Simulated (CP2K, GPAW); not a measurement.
A CP2K input for a self-consistent single point of LiI (Fm-3m, 2 atoms in the cell) (DFT PBE, GPW, DZVP-MOLOPT-SR-GTH basis, GTH-PBE potentials (GTH_POTENTIALS)):

```
&GLOBAL
  PROJECT scf
  RUN_TYPE ENERGY_FORCE
  PRINT_LEVEL LOW
&END GLOBAL
&FORCE_EVAL
  METHOD Quickstep
  STRESS_TENSOR ANALYTICAL
  &DFT
    BASIS_SET_FILE_NAME BASIS_MOLOPT
    POTENTIAL_FILE_NAME GTH_POTENTIALS
    &QS
      METHOD GPW
      EPS_DEFAULT 1E-10
    &END QS
    &MGRID
      CUTOFF 400
      REL_CUTOFF 60
      NGRIDS 4
    &END MGRID
    &SCF
      SCF_GUESS ATOMIC
      EPS_SCF 1E-7
      MAX_SCF 100
      ADDED_MOS 4
      &DIAGONALIZATION
        ALGORITHM STANDARD
      &END DIAGONALIZATION
      &MIXING
        METHOD BROYDEN_MIXING
        ALPHA 0.2
        NBUFFER 12
      &END MIXING
    &END SCF
    &KPOINTS
      SCHEME MONKHORST-PACK 8 8 8
      GAMMA_CENTERED T
    &END KPOINTS
    &XC
      &XC_FUNCTIONAL PBE
      &END XC_FUNCTIONAL
    &END XC
    &PRINT
      &MO
        EIGENVALUES T
        OCCUPATION_NUMBERS T
        NDIGITS 8
        FILENAME mo
        &EACH
          QS_SCF 0
        &END EACH
        ADD_LAST NUMERIC
      &END MO
      &MULLIKEN OFF
      &END MULLIKEN
    &END PRINT
  &END DFT
  &SUBSYS
    &CELL
      ABC 4.05727400 4.05727369 4.05727368
      ALPHA_BETA_GAMMA 59.99999823 59.99999740 59.99999750
      PERIODIC XYZ
    &END CELL
    &COORD
      SCALED
      Li       0.00000000     0.00000000     0.00000000
      I        0.50000000     0.50000000     0.50000000
    &END COORD
    &KIND Li
      BASIS_SET DZVP-MOLOPT-SR-GTH-q3
      POTENTIAL GTH-PBE-q3
    &END KIND
    &KIND I
      BASIS_SET DZVP-MOLOPT-SR-GTH-q7
      POTENTIAL GTH-PBE-q7
    &END KIND
  &END SUBSYS
  &PRINT
    &FORCES ON
    &END FORCES
    &STRESS_TENSOR ON
    &END STRESS_TENSOR
  &END PRINT
&END FORCE_EVAL
```

### Question
Give the GPAW input for the same structure, mesh, smearing and functional.

### Answer
This is the input that was run; spellings and numerical settings could be chosen otherwise.

```python
from ase import Atoms
from ase.units import GPa
from gpaw import GPAW

atoms = Atoms(['Li', 'I'],
              cell=[[0.000000, 2.868926, 2.868926],
                    [2.868926, 0.000000, 2.868926],
                    [2.868926, 2.868926, 0.000000]],
              positions=[[0.000000, 0.000000, 0.000000],
                         [2.868926, 2.868926, 2.868926]],
              pbc=True)

calc = GPAW(mode={'name': 'pw', 'ecut': 600},
            xc='PBE',
            kpts={'size': (8, 8, 8), 'gamma': True},
            occupations={'name': 'fixed-uniform'},
            nbands=-4,
            convergence={'density': 1e-05, 'bands': -2},
            symmetry={'symmorphic': False, 'tolerance': 0.0005},
            maxiter=120,
            txt='-')

atoms.calc = calc

energy = atoms.get_potential_energy()
print('Energy (eV):', round(energy, 6))
forces = atoms.get_forces()
print('Forces (eV/Ang):')
print(forces.round(5))
stress = atoms.get_stress()
print('Stress (GPa, Voigt):', (stress / GPa).round(4))
```

Basis settings and potentials, where a program has them, do not carry over. This input uses DFT PBE, plane waves, GPAW PAW datasets PBE (gpaw-data 1.0.1). Both were run: pressure 4.45 GPa in CP2K and 4.05 in GPAW; gap on the mesh 4.391 eV in CP2K and 4.376 in GPAW.

On CP2K: the starting cell comes from a database of computed structures (which also holds hypothetical and non-ambient phases and stackings), without a prior relaxation at this level. Its lattice was rescaled by a random factor within 2.5 % of one. For this run, on top of that: lattice scaled by 0.98. Spin-orbit coupling is off. Values carry the incompleteness of an atom-centred basis. With a pressure of about 4 GPa the cell is away from its equilibrium volume at this level.

On GPAW: the starting cell comes from a database of computed structures (which also holds hypothetical and non-ambient phases and stackings), without a prior relaxation at this level. Its lattice was rescaled by a random factor within 2.5 % of one. For this run, on top of that: lattice scaled by 0.98. Spin-orbit coupling is off. With a pressure of about 4 GPa the cell is away from its equilibrium volume at this level.
